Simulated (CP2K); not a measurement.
# Sb (Fm-3m) in CP2K: reference runs

How does Sb come out in PBEsol? The cell is run as given and disturbed.

All numbers are computed with CP2K 2026.2; they aren't measurements. Logs are shortened: lines on timing, memory, paths and dates and some standing lists are left out, and cuts for length are marked.

### 1 The structure

Symmetry: Fm-3m, No. 225, cubic system. The conventional cell has a = 4.742 Å, b = 4.742 Å, c = 4.742 Å, α = 90.00°, β = 90.00°, γ = 90.00°. Sb (site symmetry m-3m) has 12 Sb at 3.35 Å as nearest neighbours.

This isn't the form of Sb at room conditions, which is rhombohedral.

### 2 Single point, PBEsol

sb_scf.inp reads:

```
&GLOBAL
  PROJECT sb_scf
  RUN_TYPE ENERGY_FORCE
  PRINT_LEVEL LOW
&END GLOBAL
&FORCE_EVAL
  METHOD QS
  STRESS_TENSOR ANALYTICAL
  &DFT
    BASIS_SET_FILE_NAME BASIS_MOLOPT_UZH
    POTENTIAL_FILE_NAME POTENTIAL_UZH
    &MGRID
      CUTOFF 450
      REL_CUTOFF 60
      NGRIDS 4
    &END MGRID
    &QS
      METHOD GPW
      EPS_DEFAULT 1.0E-10
    &END QS
    &KPOINTS
      SCHEME MONKHORST-PACK 10 10 10
      GAMMA_CENTERED T
      SYMMETRY T
      SYMMETRY_BACKEND SPGLIB
    &END KPOINTS
    &SCF
      SCF_GUESS ATOMIC
      EPS_SCF 1.0E-6
      MAX_SCF 100
      ADDED_MOS 8
      CHOLESKY OFF
      EPS_EIGVAL 1.0E-7
      &DIAGONALIZATION ON
        ALGORITHM STANDARD
      &END DIAGONALIZATION
      &MIXING ON
        METHOD BROYDEN_MIXING
        ALPHA 0.4
        BETA 1.5
        NBUFFER 8
      &END MIXING
      &SMEAR ON
        METHOD FERMI_DIRAC
        ELECTRONIC_TEMPERATURE 580.23
      &END SMEAR
    &END SCF
    &XC
      &XC_FUNCTIONAL
        &GGA_X_PBE_SOL
        &END GGA_X_PBE_SOL
        &GGA_C_PBE_SOL
        &END GGA_C_PBE_SOL
      &END XC_FUNCTIONAL
    &END XC
    &PRINT
      &KPOINTS ON
      &END KPOINTS
      &MULLIKEN ON
      &END MULLIKEN
      &MO ON
        ENERGIES T
        OCCUPATION_NUMBERS T
        &EACH
          QS_SCF 0
        &END EACH
        ADD_LAST NUMERIC
      &END MO
      &LOWDIN ON
      &END LOWDIN
      &HIRSHFELD ON
        SHAPE_FUNCTION DENSITY
      &END HIRSHFELD
    &END PRINT
  &END DFT
  &SUBSYS
    &CELL
      A 3.3534433337 0.0000000000 0.0000000000
      B 1.6767216669 2.9041671172 0.0000000000
      C 1.6767216669 0.9680557057 2.7380750163
      PERIODIC XYZ
    &END CELL
    &COORD
      Sb  0.0000000000 0.0000000000 0.0000000000
    &END COORD
    &KIND Sb
      BASIS_SET TZVP-MOLOPT-PBE-GTH-q5
      POTENTIAL GTH-PBE-q5
    &END KIND
    &PRINT
      &ATOMIC_COORDINATES ON
      &END ATOMIC_COORDINATES
      &CELL ON
      &END CELL
      &SYMMETRY ON
      &END SYMMETRY
    &END PRINT
  &END SUBSYS
  &PRINT
    &FORCES ON
    &END FORCES
    &STRESS_TENSOR ON
    &END STRESS_TENSOR
  &END PRINT
&END FORCE_EVAL
```

Potentials or basis: POTENTIAL_UZH Sb GTH-PBE-q5; TZVP-MOLOPT-PBE-GTH basis.

The run is started by

```sh
OMP_NUM_THREADS=1 cp2k.psmp -i sb_scf.inp -o sb_scf.out
```

sb_scf.out:

```text

 CP2K| version string:                                       CP2K version 2026.2
 CP2K| Input file name                                                sb_scf.inp

 GLOBAL| Force Environment number                                              1
 GLOBAL| Basis set file name                                    BASIS_MOLOPT_UZH
 GLOBAL| Potential file name                                       POTENTIAL_UZH
 GLOBAL| MM Potential file name                                     MM_POTENTIAL
 GLOBAL| Coordinate file name                                      __STD_INPUT__
 GLOBAL| Method name                                                        CP2K
 GLOBAL| Project name                                                     sb_scf
 GLOBAL| Run type                                                   ENERGY_FORCE
 GLOBAL| FFT library                                                       FFTW3
[... 8 lines left out ...]
 GLOBAL| CPU model name                                                  UNKNOWN

 CELL| Volume [angstrom^3]:                                            26.666003
 CELL| Vector a [angstrom]:       3.353     0.000     0.000   |a| =     3.353443
 CELL| Vector b [angstrom]:       1.677     2.904     0.000   |b| =     3.353443
 CELL| Vector c [angstrom]:       1.677     0.968     2.738   |c| =     3.353443
 CELL| Angle (b,c), alpha [degree]:                                    60.000000
 CELL| Angle (a,c), beta  [degree]:                                    60.000000
 CELL| Angle (a,b), gamma [degree]:                                    60.000000
 CELL| Numerically orthorhombic:                                              NO
 CELL| Periodicity                                                           XYZ

 CELL_REF| Volume [angstrom^3]:                                        26.666003
 CELL_REF| Vector a [angstrom     3.353     0.000     0.000   |a| =     3.353443
 CELL_REF| Vector b [angstrom     1.677     2.904     0.000   |b| =     3.353443
 CELL_REF| Vector c [angstrom     1.677     0.968     2.738   |c| =     3.353443
 CELL_REF| Angle (b,c), alpha [degree]:                                60.000000
 CELL_REF| Angle (a,c), beta  [degree]:                                60.000000
 CELL_REF| Angle (a,b), gamma [degree]:                                60.000000
 CELL_REF| Numerically orthorhombic:                                          NO
 CELL_REF| Periodicity                                                       XYZ
[... 9 lines left out ...]
 TOTAL NUMBERS AND MAXIMUM NUMBERS

  Total number of            - Atomic kinds:                                   1
                             - Atoms:                                          1
                             - Shell sets:                                     1
                             - Shells:                                         7
                             - Primitive Cartesian functions:                  4
                             - Cartesian basis functions:                     18
                             - Spherical basis functions:                     17

  Maximum angular momentum of- Orbital basis functions:                        2
                             - Local part of the GTH pseudopotential:          0
                             - Non-local part of the GTH pseudopotential:      4

 MODULE QUICKSTEP: ATOMIC COORDINATES IN ANGSTROM

   Atom Kind Element         X             Y             Z       Z(eff)     Mass
      1    1 Sb   51      0.000000      0.000000      0.000000   5.0000 121.7600

 Crystal Symmetry Information
       International Symbol:                                               Fm-3m
       Point Group Symbol:                                                  m-3m
       Schoenflies Symbol:                                                  Oh^5
       Number of Symmetry Operations:                                         48

 SCF PARAMETERS         Density guess:                                    ATOMIC
                        --------------------------------------------------------
                        max_scf:                                             100
[... 7 lines left out ...]
                        --------------------------------------------------------
                        level_shift [a.u.]:                             0.000000
                        added MOs                                         8    0
                        --------------------------------------------------------
                        Mixing method:                            BROYDEN_MIXING
                                                charge density mixing in g-space
                        --------------------------------------------------------
                        Smear method:                                FERMI_DIRAC
                        Electronic temperature [K]:                        580.2
                        Electronic temperature [a.u.]:                  1.84E-03
                        Accuracy threshold:                             1.00E-10
                        --------------------------------------------------------
                        No outer SCF

[... 99 lines left out ...]
 MO| EIGENVALUES AND OCCUPATION NUMBERS FOR K POINT 1
 MO|
 MO|  Index      Eigenvalue [a.u.]        Eigenvalue [eV]             Occupation
 MO|      1              -0.125335              -3.410540               2.000000
 MO|      2               0.069944               1.903266               2.000000
 MO|      3               0.389572              10.600800               0.000000
 MO|      4               0.389573              10.600808               0.000000
 MO|      5               0.569565              15.498646               0.000000
 MO|      6               0.636480              17.319505               0.000000
 MO|      7               0.636481              17.319526               0.000000
 MO|      8               0.891120              24.248601               0.000000
 MO|      9               1.000363              27.221251               0.000000
 MO|     10               1.000366              27.221345               0.000000
 MO|     11               1.390565              37.839209               0.000000
 MO| Sum:                                                               4.000000
 MO| E(Fermi):            0.242468 a.u.          6.597898 eV
[... 87 lines left out ...]
 MO|
 MO|  Index      Eigenvalue [a.u.]        Eigenvalue [eV]             Occupation
 MO|      1              -0.029907              -0.813823               2.000000
 MO|      2               0.079180               2.154607               2.000000
 MO|      3               0.152158               4.140438               2.000000
 MO|      4               0.280417               7.630527               0.000000
 MO|      5               0.443158              12.058951               0.000000
 MO|      6               0.593814              16.158509               0.000000
 MO|      7               0.894397              24.337769               0.000000
 MO|      8               0.949195              25.828912               0.000000
 MO|      9               1.070440              29.128157               0.000000
 MO|     10               1.100606              29.949013               0.000000
 MO|     11               1.319004              35.891916               0.000000
 MO| Sum:                                                               6.000000
 MO| E(Fermi):            0.242468 a.u.          6.597898 eV
 MO| Band gap:            0.128258 a.u.          3.490089 eV

 MO| EIGENVALUES AND OCCUPATION NUMBERS FOR K POINT 8
 MO|
 MO|  Index      Eigenvalue [a.u.]        Eigenvalue [eV]             Occupation
 MO|      1              -0.046899              -1.276183               2.000000
 MO|      2               0.081553               2.219166               2.000000
 MO|      3               0.150817               4.103935               2.000000
 MO|      4               0.306935               8.352133               0.000000
 MO|      5               0.477516              12.993867               0.000000
 MO|      6               0.706088              19.213620               0.000000
 MO|      7               0.807148              21.963623               0.000000
 MO|      8               0.860203              23.407322               0.000000
 MO|      9               1.006601              27.391004               0.000000
 MO|     10               1.109102              30.180202               0.000000
 MO|     11               1.389258              37.803639               0.000000
 MO| Sum:                                                               6.000000
 MO| E(Fermi):            0.242468 a.u.          6.597898 eV
 MO| Band gap:            0.156118 a.u.          4.248199 eV

 MO| EIGENVALUES AND OCCUPATION NUMBERS FOR K POINT 9
 MO|
 MO|  Index      Eigenvalue [a.u.]        Eigenvalue [eV]             Occupation
 MO|      1              -0.076036              -2.069050               2.000000
 MO|      2               0.056914               1.548709               2.000000
 MO|      3               0.229560               6.246649               1.998223
 MO|      4               0.344288               9.368560               0.000000
 MO|      5               0.531682              14.467801               0.000000
 MO|      6               0.709296              19.300927               0.000000
 MO|      7               0.718090              19.540224               0.000000
 MO|      8               0.857893              23.344466               0.000000
 MO|      9               0.972121              26.452752               0.000000
 MO|     10               1.139638              31.011129               0.000000
 MO|     11               1.288354              35.057899               0.000000
 MO| Sum:                                                               5.998223
 MO| E(Fermi):            0.242468 a.u.          6.597898 eV
[... 71 lines left out ...]
 MO|  Index      Eigenvalue [a.u.]        Eigenvalue [eV]             Occupation
 MO|      1              -0.077297              -2.103350               2.000000
 MO|      2               0.124159               3.378528               2.000000
 MO|      3               0.226241               6.156326               1.999708
 MO|      4               0.245382               6.677194               0.339921
 MO|      5               0.489402              13.317305               0.000000
 MO|      6               0.515698              14.032862               0.000000
 MO|      7               0.859987              23.401438               0.000000
 MO|      8               1.016932              27.672121               0.000000
 MO|      9               1.020194              27.760885               0.000000
 MO|     10               1.200918              32.678648               0.000000
 MO|     11               1.246215              33.911228               0.000000
 MO| Sum:                                                               6.339629
 MO| E(Fermi):            0.242468 a.u.          6.597898 eV

 [... the levels of further k-points ...]

 !-----------------------------------------------------------------------------!
                     Mulliken Population Analysis

 #  Atom  Element  Kind  Atomic population                           Net charge
       1     Sb       1          5.000000                             -0.000000
 # Total charge                              5.000000                 -0.000000

 !-----------------------------------------------------------------------------!

 !-----------------------------------------------------------------------------!
                           Hirshfeld Charges

  #Atom  Element  Kind  Ref Charge     Population                    Net charge
      1       Sb     1       5.000          5.000                        -0.000

  Total Charge                                                           -0.000
 !-----------------------------------------------------------------------------!

 LOWDIN POPULATION ANALYSIS

 #  Atom  Element  Kind  Atomic population                           Net charge
       1     Sb       1          5.000000                             -0.000000
 # Total charge                              5.000000                 -0.000000

 ENERGY| Total FORCE_EVAL ( QS ) energy [hartree]             -5.511206736878807

 FORCES| Atomic forces [hartree/bohr]
 FORCES|   Atom     x               y               z               |f|
 FORCES|      1 -4.03119760E-15  7.42901560E-15  1.54013006E-14   1.75681782E-14
 FORCES| Sum    -4.03119760E-15  7.42901560E-15  1.54013006E-14
 FORCES| Total atomic force                                       1.75681782E-14

 STRESS| Analytical stress tensor [bar]
 STRESS|                        x                   y                   z
 STRESS|      x        2.09519466601E+04  -7.91625361028E-03  -5.21048969974E-02
 STRESS|      y       -7.91625361028E-03   2.09511766080E+04  -1.06759061818E+00
 STRESS|      z       -5.21048969974E-02  -1.06759061818E+00   2.09519362030E+04
 STRESS| 1/3 Trace                                             2.09516864904E+04
 STRESS| Determinant                                           9.19722814026E+12

 STRESS| Eigenvectors and eigenvalues of the analytical stress tensor [bar]
 STRESS|                        1                   2                   3
 STRESS| Eigenvalues   2.09504223953E+04   2.09519455938E+04   2.09526914821E+04
 STRESS|      x           0.023955936382      0.998411071369     -0.051004369223
 STRESS|      y           0.816593842298     -0.048974296099     -0.575131302436
 STRESS|      z           0.576715362924      0.027872044945      0.816469558084
```

It took 9.4 s on 1 thread of Arm Neoverse V2, shared host; peak memory 0.22 GiB.

What came out:

* Free energy: -149.9676 eV
* Pressure: 2.1 GPa
* Band gap on the k mesh: none (metal or under the smearing width)

Caveat: the potentials were made for another functional, which shifts forces and pressure; the basis of atomic orbitals isn't converged, which shifts pressures, moduli and gaps. The run has no spin-orbit coupling, so splittings on Sb are missing.

### 3 Single point, PBEsol (cell strained at random at fixed volume)

Changes to sb_scf.inp since step 2:

```diff
@@ -44,3 +44,3 @@
         METHOD FERMI_DIRAC
-        ELECTRONIC_TEMPERATURE 580.23
+        ELECTRONIC_TEMPERATURE [K] 580.226
       &END SMEAR
@@ -77,5 +77,5 @@
     &CELL
-      A 3.3534433337 0.0000000000 0.0000000000
-      B 1.6767216669 2.9041671172 0.0000000000
-      C 1.6767216669 0.9680557057 2.7380750163
+      A 3.3817110374 0.0000000000 0.0000000000
+      B 1.6816962863 2.8753629067 0.0000000000
+      C 1.6522875427 1.0595842609 2.7423860877
       PERIODIC XYZ
@@ -83,3 +83,3 @@
     &COORD
-      Sb  0.0000000000 0.0000000000 0.0000000000
+      Sb  -0.0212267768 0.0262582621 -0.0294614537
     &END COORD
@@ -94,4 +94,2 @@
       &END CELL
-      &SYMMETRY ON
-      &END SYMMETRY
     &END PRINT
```

Potentials or basis: POTENTIAL_UZH Sb GTH-PBE-q5; TZVP-MOLOPT-PBE-GTH basis.

The run is started by

```sh
OMP_NUM_THREADS=1 cp2k.psmp -i sb_scf.inp -o sb_scf.out
```

sb_scf.out:

```text

 CP2K| version string:                                       CP2K version 2026.2
 CP2K| Input file name                                                sb_scf.inp

 GLOBAL| Force Environment number                                              1
 GLOBAL| Basis set file name                                    BASIS_MOLOPT_UZH
 GLOBAL| Potential file name                                       POTENTIAL_UZH
 GLOBAL| MM Potential file name                                     MM_POTENTIAL
 GLOBAL| Coordinate file name                                      __STD_INPUT__
 GLOBAL| Method name                                                        CP2K
 GLOBAL| Project name                                                     sb_scf
 GLOBAL| Run type                                                   ENERGY_FORCE
 GLOBAL| FFT library                                                       FFTW3
[... 8 lines left out ...]
 GLOBAL| CPU model name                                                  UNKNOWN

 CELL| Volume [angstrom^3]:                                            26.665993
 CELL| Vector a [angstrom]:       3.382     0.000     0.000   |a| =     3.381711
 CELL| Vector b [angstrom]:       1.682     2.875     0.000   |b| =     3.331038
 CELL| Vector c [angstrom]:       1.652     1.060     2.742   |c| =     3.372455
[... 426 lines left out ...]
 LOWDIN POPULATION ANALYSIS

 #  Atom  Element  Kind  Atomic population                           Net charge
       1     Sb       1          5.000000                             -0.000000
 # Total charge                              5.000000                 -0.000000

 ENERGY| Total FORCE_EVAL ( QS ) energy [hartree]             -5.511235541129271

 FORCES| Atomic forces [hartree/bohr]
 FORCES|   Atom     x               y               z               |f|
 FORCES|      1 -1.01663553E-06  9.48046067E-07 -6.96347900E-07   1.55474742E-06
 FORCES| Sum    -1.01663553E-06  9.48046067E-07 -6.96347900E-07
 FORCES| Total atomic force                                       1.55474742E-06

 STRESS| Analytical stress tensor [bar]
 STRESS|                        x                   y                   z
 STRESS|      x        1.91731567548E+04   3.06843812420E+03   5.06585383566E+03
 STRESS|      y        3.06843812420E+03   1.99854062830E+04   6.35987468578E+02
 STRESS|      z        5.06585383566E+03   6.35987468578E+02   2.05503684343E+04
 STRESS| 1/3 Trace                                             1.99029771574E+04
 STRESS| Determinant                                           7.18020417956E+12

 STRESS| Eigenvectors and eigenvalues of the analytical stress tensor [bar]
 STRESS|                        1                   2                   3
 STRESS| Eigenvalues   1.40777490223E+04   1.95733729303E+04   2.60578095196E+04
 STRESS|      x           0.758054560255      0.007350343504      0.652149719103
 STRESS|      y          -0.333388849857     -0.855050205546      0.397166238226
 STRESS|      z          -0.560540059645      0.518493122853      0.645724184995
```

Run time: 17 s. Hardware: 1 thread of Arm Neoverse V2, shared host; peak memory 0.23 GiB.

What came out:

```yaml
Free_energy: -149.9683 eV
Pressure: 2.0 GPa
Band_gap_on_the_k_mesh: none (metal or under the smearing width)
```

Caveat: the potentials were made for another functional, which shifts forces and pressure; the basis of atomic orbitals isn't converged, which shifts pressures, moduli and gaps. The run has no spin-orbit coupling, so splittings on Sb are missing.
